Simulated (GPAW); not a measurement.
# ZnS (F-43m) in GPAW: settings compared

The runs below take ZnS through electron localisation function, single point, relaxation of cell and atoms, with AM05, LDA, PBEsol.

Everything below comes from runs of GPAW 26.7.0. Logs are shortened: lines on timing, memory, paths and dates and some standing lists are left out, and cuts for length are marked. The log counts tension as positive stress, the text compression.

**The experiment to reproduce.**

From “Electronic, vibrational, and thermodynamic properties of ZnS (zincblende and rocksalt structure)”, 2009, arxiv:0911.5022, for a bulk crystal of ZnS at 19 K: band gap 3.85 eV (direct).

The runs below are set against these values where they give the same quantity.

**1. The crystal as given**

The structure is cubic, space group F-43m (No. 216). Conventional cell: a = 5.404 Å, b = 5.404 Å, c = 5.404 Å, α = 90.00°, β = 90.00°, γ = 90.00°. Zn (site symmetry -43m) has 4 S at 2.34 Å as nearest neighbours. S (site symmetry -43m) has 4 Zn at 2.34 Å as nearest neighbours.

**2. Electron localisation function, AM05**

run.py reads:

```python
from ase.dft.bandgap import bandgap
from ase.io import read, write
from ase.units import Bohr, GPa
from gpaw import GPAW, PW, setup_paths
from gpaw.elf import elf_from_dft_calculation

setup_paths.insert(0, '.')

atoms = read('ZnS.cif')

calc = GPAW(mode=PW(510),
            xc='AM05',
            kpts={'size': (6, 6, 6), 'gamma': True},
            occupations={'name': 'fermi-dirac', 'width': 0.01},
            nbands=18,
            convergence={'density': 1e-05, 'energy': 1e-05},
            maxiter=150,
            txt='gpaw.txt')
atoms.calc = calc
energy = atoms.get_potential_energy()
forces = atoms.get_forces()
stress = atoms.get_stress()
calc.write('gs.gpw')
write('result.traj', atoms)
print(f'Energy: {energy:.6f} eV')
print('Forces (eV/A):')
print(forces.round(4))
print('Stress (GPa):', (stress / GPa).round(3))
print('Fermi level:', round(calc.get_fermi_level(), 4), 'eV')
print(f'Gap: {bandgap(calc)[0]:.4f} eV, direct: {bandgap(calc, direct=True)[0]:.4f} eV')

# fields on the real-space grid
write('density.cube', atoms, data=calc.get_pseudo_density() * Bohr**3)
write('potential.cube', atoms, data=calc.get_electrostatic_potential())
write('elf.cube', atoms, data=elf_from_dft_calculation(calc).data)
```

ZnS.cif reads:

```cif
data_ZnS
_cell_length_a 3.82120505
_cell_length_b 3.82120505
_cell_length_c 3.82120505
_cell_angle_alpha 60.00000000
_cell_angle_beta 60.00000000
_cell_angle_gamma 60.00000000
_space_group_name_H-M_alt 'P1'
_space_group_name_Hall 'P 1'
_space_group_IT_number 1
loop_
_space_group_symop_operation_xyz
'x,y,z'
loop_
_atom_site_label
_atom_site_type_symbol
_atom_site_symmetry_multiplicity
_atom_site_Wyckoff_symbol
_atom_site_fract_x
_atom_site_fract_y
_atom_site_fract_z
_atom_site_occupancy
Zn1 Zn 1 a 0.7500000000 0.7500000000 0.7500000000 1
S1 S 1 a 0.0000000000 0.0000000000 0.0000000000 1
```

Potentials or basis: PAW data sets generated in the run's folder for this functional, pw.

Launch:

```console
$ gpaw-setup -f AM05 S Zn
$ OMP_NUM_THREADS=1 python run.py
```

gpaw.txt:

```text
__  _  _
 | _ |_)|_||  |
 |__||  | ||/\| - 26.7.0

Input parameters:
  mode=PW(ecut=510.0),
  convergence={'density': 1e-05, 'energy': 1e-05},
  kpts=MonkhorstPack(size=(6, 6, 6), gamma=True),
  maxiter=150,
  nbands=18,
  occupations=Occupations(name='fermi-dirac', width=0.01),
  xc=XC(name='AM05')

Diagonalizing LCAO Hamiltonian
Converting LCAO to pw mode

                       Zn

       S

Atoms  # Å, Bohr magnetons
|   | symbol |        x |        y |        z |    initial magnetic moments |
|---|--------|----------|----------|----------|-----------------------------|
| 0 |     Zn | 5.731808 | 3.309261 | 2.340001 | ( 0.0000,  0.0000,  0.0000) |
| 1 |      S | 0.000000 | 0.000000 | 0.000000 | ( 0.0000,  0.0000,  0.0000) |

Unit cell  # Å
| periodic |        x |        y |        z |  lengths |    angles |
|----------|----------|----------|----------|----------|-----------|
|      yes | 3.821205 | 0.000000 | 0.000000 | 3.821205 | 60.000000 |
|      yes | 1.910603 | 3.309261 | 0.000000 | 3.821205 | 60.000000 |
|      yes | 1.910603 | 1.103087 | 3.120001 | 3.821205 | 60.000000 |

Number of symmetries: 24
Symmetry operations  # r_c * U_cc + t_c -> r_c
|    | kind |            matrix            |
|----|------|------------------------------|
|  0 |  E   |  1, 0, 0,  0, 1, 0,  0, 0, 1 |
|  1 |  σ   |  1, 0, 0,  0, 0, 1,  0, 1, 0 |
|  2 |  σ   |  1, 0,-1,  0, 1,-1,  0, 0,-1 |
|  3 |  C3  |  1, 0,-1,  0, 0,-1,  0, 1,-1 |
|  4 |  C3  |  1,-1, 0,  0,-1, 1,  0,-1, 0 |
|  5 |  σ   |  1,-1, 0,  0,-1, 0,  0,-1, 1 |
|  6 |  σ   |  0, 1, 0,  1, 0, 0,  0, 0, 1 |
|  7 |  C3  |  0, 1, 0,  0, 0, 1,  1, 0, 0 |
|  8 |  C2  |  0, 1,-1,  1, 0,-1,  0, 0,-1 |
|  9 |  S4  |  0, 1,-1,  0, 0,-1,  1, 0,-1 |
| 10 |  C3  |  0, 0, 1,  1, 0, 0,  0, 1, 0 |
| 11 |  σ   |  0, 0, 1,  0, 1, 0,  1, 0, 0 |
| 12 |  S4  |  0, 0,-1,  1, 0,-1,  0, 1,-1 |
| 13 |  C3  |  0, 0,-1,  0, 1,-1,  1, 0,-1 |
| 14 |  S4  |  0,-1, 1,  1,-1, 0,  0,-1, 0 |
| 15 |  C2  |  0,-1, 1,  0,-1, 0,  1,-1, 0 |
| 16 |  C3  |  0,-1, 0,  1,-1, 0,  0,-1, 1 |
| 17 |  S4  |  0,-1, 0,  0,-1, 1,  1,-1, 0 |
| 18 |  S4  | -1, 1, 0, -1, 0, 1, -1, 0, 0 |
| 19 |  C3  | -1, 1, 0, -1, 0, 0, -1, 0, 1 |
| 20 |  C3  | -1, 0, 1, -1, 1, 0, -1, 0, 0 |
| 21 |  S4  | -1, 0, 1, -1, 0, 0, -1, 1, 0 |
| 22 |  σ   | -1, 0, 0, -1, 1, 0, -1, 0, 1 |
| 23 |  C2  | -1, 0, 0, -1, 0, 1, -1, 1, 0 |

BZ-sampling:
  Number of BZ points: 216
  Number of IBZ points: 16

  Monkhorst-Pack size: [6, 6, 6]
  Monkhorst-Pack shift: [0.08333333333333333, 0.08333333333333333, 0.08333333333333333]

K-points  # in reciprocal-cell coordinates
|     |                                coordinates |     weight |
|-----|--------------------------------------------|------------|
|   0 | (  0.00000000,   0.00000000,   0.00000000) | 0.00462963 |
|   1 | (  0.16666667,   0.16666667,   0.00000000) | 0.02777778 |
|   2 | (  0.16666667,   0.16666667,   0.16666667) | 0.03703704 |
|   3 | (  0.33333333,   0.16666667,   0.16666667) | 0.05555556 |
|   4 | (  0.33333333,   0.33333333,  -0.33333333) | 0.05555556 |
|   5 | (  0.33333333,   0.33333333,   0.00000000) | 0.02777778 |
|   6 | (  0.33333333,   0.33333333,   0.16666667) | 0.11111111 |
|   7 | (  0.33333333,   0.33333333,   0.33333333) | 0.03703704 |
|   8 | (  0.50000000,   0.33333333,  -0.33333333) | 0.11111111 |
|   9 | (  0.50000000,   0.33333333,  -0.16666667) | 0.05555556 |
| ... |                                            |            |
|  15 | (  0.50000000,   0.50000000,   0.50000000) | 0.01851852 |

Plane wave coefficients: 1056
Cutoff: 510.0 eV

Spin-components: 1 (collinear spins)
Bands:           18
Projectors:      11
Spin-degeneracy: 2
Datatype:        complex128

Parallelization:
  kpt:    1
  domain: 1
  band:   1

Density:
  Valence electrons: 18.0
  Components: 1
  Grid points: [20 20 20]
  Charge: 0.0  # |e|

Potential:
  Grid points: [20 20 20]

species:
  Zn:
    name:    Zinc
    Z:       30.0
    valence: 12
    core:    18
    charge:  0.0  # [|e|]
    compensation charges:
      type: gauss
      rc: 0.37  # [Å]
      lmax: 2
    cutoffs:
      filter: 2.14  # [Å]
      core: 2.28  # [Å]
    projectors
    | kind |    occ | energy [eV] | rcut [Å] |
    |------|--------|-------------|----------|
    |   4s |  2.000 |      -5.940 |    1.286 |
    |   4p |  0.000 |      -1.050 |    1.270 |
    |   3d | 10.000 |     -10.184 |    1.180 |
    |    s |        |      21.272 |    1.286 |
    |    p |        |      26.161 |    1.270 |
    |    d |        |      17.028 |    1.180 |

    Using partial waves for Zn as LCAO basis

  S:
    name:    Sulfur
    Z:       16.0
    valence: 6
    core:    10
    charge:  0.0  # [|e|]
    compensation charges:
      type: gauss
      rc: 0.24  # [Å]
      lmax: 2
    cutoffs:
      filter: 1.77  # [Å]
      core: 1.66  # [Å]
    projectors
    | kind |    occ | energy [eV] | rcut [Å] |
    |------|--------|-------------|----------|
    |   3s |  2.000 |     -17.141 |    0.974 |
    |   3p |  4.000 |      -6.951 |    0.979 |
    |    s |        |      10.071 |    0.974 |
    |    p |        |      20.260 |    0.979 |
    |    d |        |       0.000 |    0.900 |

    Using partial waves for S as LCAO basis

Reference energy: -59620.224174  # eV

eigensolver:
  PPCG
  Converge bands: occupied
  niter=2

density mixing:
  MSR1-Mixer
  Pratt-step length: 0.05
  Maximum mixing coefficient: 0.75
  Old densities: 10
  SVD Regularization: 0.005
  Good broyden scale: 1.0
  Trust region scale: 1.0
  Backstep threshold: 4.0
  History deletion threshold: 6.0
  Fourier metric: weight=20.0, sigma=0.015

occupation numbers:
  Fermi-Dirac:
    width: 0.0100  # eV

poisson solver:
  ecut: 4080.0  # eV

xc functional:
  name: AM05 with 2 nearest neighbor stencil

convergence criteria:
- Maximum integral of absolute [dens]ity change: 1e-05 electrons / valence electron
- Maximum [total energy] change in last 3 cyles: 1e-05 eV / valence electron
- Maximum integral of absolute [eigenst]ate change: 4e-08 eV^2 / valence electron
maximum number of iterations: 150

SCF iterations
|iter     | |      energy | eigst |  dens |
|---------|-|-------------|-------|-------|
|iter:   1| |   -7.535991 | -0.14 |       |
|iter:   2| |   -7.453081 | -1.82 | -1.20 |
|iter:   3| |   -7.179057 | -1.55 | -1.24 |
|iter:   4| |   -7.178200 | -2.72 | -1.79 |
|iter:   5| |   -7.179439 | -3.84 | -2.25 |
|iter:   6| |   -7.179443 | -4.59 | -3.08 |
|iter:   7| |   -7.179471c| -5.40 | -3.51 |
|iter:   8| |   -7.179477c| -5.78 | -3.92 |
|iter:   9| |   -7.179477c| -8.37c| -4.91 |
|iter:  10| |   -7.179477c| -7.48c| -5.33c|

Converged in 10 steps
Energy contributions relative to reference atoms: (reference = -59620.224174)

Energy contributions:
  Kinetic:           9.050224
  Coulomb:          -7.619365
  Zero:              0.021056
  External:          0.000000
  Xc:               -8.631392
  Entropy:          -0.000000
  Spinorbit:         0.000000
  ----------------------------
  Free energy:      -7.179477
  Extrapolated:     -7.179477

dipole moment: (-20.597165, -11.891779, -8.408758)  # |e|*Ang

Fermi level: 4.468
Eigenvalues  # (at kpt = [0.000, 0.000, 0.000])
| band index |      eig [eV] | occ [0-2] |
|------------|---------------|-----------|
|          0 |        -9.397 |     2.000 |
|          1 |        -2.673 |     2.000 |
|          2 |        -2.673 |     2.000 |
|          3 |        -2.673 |     2.000 |
|          4 |        -2.189 |     2.000 |
|          5 |        -2.189 |     2.000 |
[... 10 lines left out ...]
|         16 |        18.207 |     0.000 |
|         17 |        18.207 |     0.000 |

Gap: 2.092 eV
Transition (v -> c):
  (s=0, k=0, n=8, [0.00, 0.00, 0.00]) -> (s=0, k=0, n=9, [0.00, 0.00, 0.00])
No difference between direct/indirect transitions

Forces  # eV/Ang
|       x |       y |        z |
|---------|---------|----------|
| 0.00000 | 0.00000 |  0.00000 |  # Zn   0
| 0.00000 | 0.00000 | -0.00000 |  # S    1

Stress tensor  # eV/Ang^3
|        x |         y |         z |
|----------|-----------|-----------|
| 0.008647 | -0.000000 |  0.000000 |
| 0.000000 |  0.008647 | -0.000000 |
| 0.000000 | -0.000000 |  0.008647 |

# Writing to gs.gpw (mode='')
```

Wall time 8.2 s (1 thread of AMD EPYC 7B13 (Zen 3), shared host); peak memory 0.14 GiB.

Results:

* Free energy: -7.1795 eV
* Pressure: -1.4 GPa
* Band gap on the k mesh: 2.09 eV, direct

Caveat: the cutoff is short for stress and forces, so pressures can be off by a GPa or more.

**3. Single point, LDA**

run.py reads:

```python
from ase import Atoms
from ase.dft.bandgap import bandgap
from ase.io import write
from ase.units import GPa
from gpaw import GPAW, PW

atoms = Atoms(['Zn', 'S'],
              cell=[[0.0, 2.702, 2.702],
                    [2.702, 0.0, 2.702],
                    [2.702, 2.702, 0.0]],
              scaled_positions=[[0.75, 0.75, 0.75],
                                [0.0, 0.0, 0.0]],
              pbc=True)

calc = GPAW(mode=PW(450),
            xc='LDA',
            kpts={'size': (7, 7, 7), 'gamma': True},
            occupations={'name': 'fermi-dirac', 'width': 0.05},
            nbands=18,
            maxiter=120,
            txt='gpaw.txt')
atoms.calc = calc
energy = atoms.get_potential_energy()
forces = atoms.get_forces()
stress = atoms.get_stress()
calc.write('gs.gpw')
write('result.traj', atoms)
print(f'Energy: {energy:.6f} eV')
print('Forces (eV/A):')
print(forces.round(4))
print('Stress (GPa):', (stress / GPa).round(3))
print('Fermi level:', round(calc.get_fermi_level(), 4), 'eV')
print(f'Gap: {bandgap(calc)[0]:.4f} eV, direct: {bandgap(calc, direct=True)[0]:.4f} eV')
```

Potentials or basis: the program's PAW data sets (release 1.2.1) made for this functional, pw.

Launch:

```console
$ OMP_NUM_THREADS=1 python run.py
```

Wall time 5.1 s (1 thread of Arm Neoverse V2, shared host); peak memory 0.13 GiB.

It converged, with:

* Free energy: -8.2543 eV
* Pressure: -5.4 GPa
* Band gap on the k mesh: 1.86 eV, direct

Levels at points of the mesh, in eV from the valence-band top:
```
           k point  band 6  band 7  band 8  band 9  band 10  band 11  band 12  band 13
(0.00, 0.00, 0.00)   -5.97    0.00    0.00    0.00     1.86     6.22     6.22     6.22
```

Caveat: the cutoff is short for stress and forces, so pressures can be off by a GPa or more.

**4. Relaxation of cell and atoms, PBEsol**

run.py reads:

```python
from ase import Atoms
from ase.filters import FrechetCellFilter
from ase.io import write
from ase.optimize import BFGS
from gpaw import GPAW, PW, setup_paths

setup_paths.insert(0, '.')

atoms = Atoms(['Zn', 'S'],
              cell=[[0.0, 2.702, 2.702],
                    [2.702, 0.0, 2.702],
                    [2.702, 2.702, 0.0]],
              scaled_positions=[[0.75, 0.75, 0.75],
                                [0.0, 0.0, 0.0]],
              pbc=True)

calc = GPAW(mode=PW(600),
            xc='PBEsol',
            kpts={'size': (9, 9, 9), 'gamma': True},
            occupations={'name': 'fermi-dirac', 'width': 0.05},
            nbands=18,
            convergence={'density': 1e-05, 'forces': 0.0001},
            maxiter=150,
            txt='gpaw.txt')
atoms.calc = calc
opt = BFGS(FrechetCellFilter(atoms), trajectory='relax.traj', logfile='-')
done = opt.run(fmax=0.02, steps=60)
calc.write('gs.gpw')
write('result.traj', atoms)
print('Converged:', done)
print('Cell:', atoms.cell.cellpar().round(4))
print('Volume:', round(atoms.get_volume(), 4))
print(atoms.get_scaled_positions().round(5))
```

Potentials or basis: PAW data sets generated in the run's folder for this functional, pw.

Launch:

```console
$ gpaw-setup -f PBEsol S Zn
$ OMP_NUM_THREADS=1 python run.py
```

gpaw.txt:

```text
__  _  _
 | _ |_)|_||  |
 |__||  | ||/\| - 26.7.0

Input parameters:
  mode=PW(ecut=600.0),
  convergence={'density': 1e-05, 'forces': 0.0001},
  kpts=MonkhorstPack(size=(9, 9, 9), gamma=True),
  maxiter=150,
  nbands=18,
  occupations=Occupations(name='fermi-dirac', width=0.05),
  xc=XC(name='PBEsol')

Diagonalizing LCAO Hamiltonian
Converting LCAO to pw mode

                    Zn

       S

Atoms  # Å, Bohr magnetons
|   | symbol |        x |        y |        z |    initial magnetic moments |
|---|--------|----------|----------|----------|-----------------------------|
| 0 |     Zn | 4.053000 | 4.053000 | 4.053000 | ( 0.0000,  0.0000,  0.0000) |
| 1 |      S | 0.000000 | 0.000000 | 0.000000 | ( 0.0000,  0.0000,  0.0000) |

Unit cell  # Å
| periodic |        x |        y |        z |  lengths |    angles |
[... 517 lines left out ...]
|  3 |  C3  |  1, 0,-1,  0, 0,-1,  0, 1,-1 |
|  4 |  C3  |  1,-1, 0,  0,-1, 1,  0,-1, 0 |
|  5 |  σ   |  1,-1, 0,  0,-1, 0,  0,-1, 1 |
|  6 |  σ   |  0, 1, 0,  1, 0, 0,  0, 0, 1 |
|  7 |  C3  |  0, 1, 0,  0, 0, 1,  1, 0, 0 |
|  8 |  C2  |  0, 1,-1,  1, 0,-1,  0, 0,-1 |
[... 149 lines left out ...]
SCF iterations
|iter     | |      energy | eigst |  dens |force |
|---------|-|-------------|-------|-------|------|
|iter:   1| |   -7.677340 | -1.17 |       |      |
|iter:   2| |   -7.674427 | -3.27 | -1.92 |      |
|iter:   3| |   -7.661870 | -3.25 | -1.96 |      |
|iter:   4| |   -7.661576 | -4.30 | -2.75 |      |
|iter:   5| |   -7.661560c| -5.46 | -3.16 |      |
|iter:   6| |   -7.661559c| -5.76 | -3.66 |      |
|iter:   7| |   -7.661559c| -7.03 | -4.17 |      |
|iter:   8| |   -7.661560c| -7.48c| -4.90 |      |
|iter:   9| |   -7.661560c| -7.61c| -5.44c|      |
|iter:  10| |   -7.661560c| -8.66c| -6.48c|-15.94c|

Converged in 10 steps
Energy contributions relative to reference atoms: (reference = -59662.944940)
[... 38 lines left out ...]
Gap: 2.085 eV
Transition (v -> c):
  (s=0, k=0, n=8, [0.00, 0.00, 0.00]) -> (s=0, k=0, n=9, [0.00, 0.00, 0.00])
No difference between direct/indirect transitions

Stress tensor  # eV/Ang^3
|         x |         y |         z |
|-----------|-----------|-----------|
| -0.000352 | -0.000000 | -0.000000 |
| -0.000000 | -0.000352 |  0.000000 |
| -0.000000 |  0.000000 | -0.000352 |

Forces  # eV/Ang
|       x |        y |        z |
|---------|----------|----------|
| 0.00000 |  0.00000 |  0.00000 |  # Zn   0
| 0.00000 | -0.00000 | -0.00000 |  # S    1

# Writing to gs.gpw (mode='')
```

Wall time 68 s (1 thread of Intel Xeon Platinum 8375C at 2.90GHz (Ice Lake), shared host); peak memory 0.18 GiB.

Results:

* Free energy: -7.6616 eV
* Relaxed volume: 19.19 Å³/atom
* Relaxed cell: a = 3.787 Å, b = 3.787 Å, c = 3.787 Å, α = 60.00°, β = 60.00°, γ = 60.00°
* Space group after relaxing (to 0.05 Å): F-43m (No. 216)
* Energy gained by relaxing: 3.1 meV/atom
* Ionic steps: 3
* Pressure after relaxing: 0.1 GPa
* Band gap on the k mesh: 2.09 eV, direct

The path:
| step | energy change (eV) | largest force (eV/Å) | pressure (GPa) | volume (Å³) |
| --- | --- | --- | --- | --- |
| 1 | 0.0000 | 0.0000 | -1.99 | 39.45 |
| 2 | -0.0022 | 0.0000 | -1.62 | 39.25 |
| 3 | -0.0062 | 0.0000 | 0.06 | 38.39 |

Final structure:
```yaml
crystal:
  lattice:
    - [0.00000, 2.67748, 2.67748]
    - [2.67748, 0.00000, 2.67748]
    - [2.67748, 2.67748, 0.00000]
  atoms:
    - { symbol: Zn, position: [0.75000, 0.75000, 0.75000] }
    - { symbol: S, position: [0.00000, 0.00000, 0.00000] }
```

Caveat: later steps reuse the first step's grids.

**5. The runs side by side**

```tsv
task	level	potentials or basis	cell	k mesh	cutoff (eV)	smearing	maxiter	convergence	optimizer	fmax	max steps	gap on the mesh (eV)	pressure (GPa)
electron localisation function	AM05	PAW data sets generated in the run's folder for this functional, pw	as given	6 × 6 × 6	510	fermi-dirac 0.01 eV	150	-	-	-	-	2.09	-1.4
single point	LDA	the program's PAW data sets (release 1.2.1) made for this functional, pw	as given	7 × 7 × 7	450	fermi-dirac 0.05 eV	120	default	-	-	-	1.86	-5.4
relaxation of cell and atoms	PBEsol	PAW data sets generated in the run's folder for this functional, pw	relaxed	9 × 9 × 9	600	fermi-dirac 0.05 eV	150	density=1e-05 forces=0.0001	BFGS	0.02 eV/Å	60	2.09	0.1
```

Alike in all rows: no spin polarisation.

Caveats: the cutoff is short for stress and forces, so pressures can be off by a GPa or more (some runs); later steps reuse the first step's grids (some runs).

Total energies depend on the potentials used, so only differences within one code and one set of settings carry meaning.

**6. Comparison with measurements**

Step 2. A measured gap of ZnS is 3.85 eV (direct; 19 K; quoted in “Electronic, vibrational, and thermodynamic properties of ZnS (zincblende and rocksalt structure)”, 2009, arxiv:0911.5022); the calculated 2.09 eV misses it by -1.76 eV. The value is that of AM05, without temperature or zero-point motion. Semilocal functionals fall short of measured gaps as a rule.

Step 3. A measured gap of ZnS is 3.85 eV (direct; 19 K; quoted in “Electronic, vibrational, and thermodynamic properties of ZnS (zincblende and rocksalt structure)”, 2009, arxiv:0911.5022); the calculated 1.86 eV misses it by -1.99 eV. So large a miss can be the level of theory's own, or it may mean another phase, state or a wrong row. The value is that of LDA, without temperature or zero-point motion. Semilocal functionals fall short of measured gaps as a rule.
